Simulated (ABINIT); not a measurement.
Crystal: Hf.

```
CELL_PARAMETERS angstrom
4.96233 0.00000 0.00000
-2.48116 4.29750 0.00000
0.00000 0.00000 3.08623
ATOMIC_POSITIONS crystal
Hf 0.00000 0.00000 0.00000
Hf 0.33333 0.66667 0.50000
Hf 0.66667 0.33333 0.50000
```

This isn't the form of Hf at room conditions, which is hcp.

```yaml
Program: ABINIT 10.8.3 (patched build)
Task: relaxation of cell and atoms
Functional: PBEsol
Potentials_or_basis: PseudoDojo NC SR PBEsol v0.4.1 standard
Cutoff: 789 eV
k_mesh: 5 × 5 × 8
Occupations: fermi-dirac, width 0.05 eV
Spin: no spin polarisation
```

At the start: pressure -2.6 GPa; volume 21.94 Å³/atom.

**Question.** How do energy, volume and symmetry change on relaxing?

**Answer.** Over 5 steps the energy falls by 4.3 meV/atom and the volume is 21.43 Å³/atom (-2.3 %); space group P6/mmm (No. 191, to 0.05 Å).

Step by step:
| step | energy change (eV) | largest force (eV/Å) | pressure (GPa) | volume (Å³) |
| --- | --- | --- | --- | --- |
| 1 | 0.0000 | 0.0000 | -2.58 | 65.82 |
| 2 | -0.0070 | 0.0000 | -1.74 | 65.30 |
| 3 | -0.0127 | 0.0000 | 0.05 | 64.25 |
| 4 | -0.0128 | 0.0000 | 0.01 | 64.27 |
| 5 | -0.0128 | 0.0000 | 0.00 | 64.28 |

Final structure:
```
Hf
1.0
     4.91840    0.00000    0.00000
    -2.45920    4.25946    0.00000
     0.00000    0.00000    3.06807
Hf
3
Cartesian
  0.0000 0.0000 0.0000
  0.0000 2.8396 1.5340
  2.4592 1.4198 1.5340
```
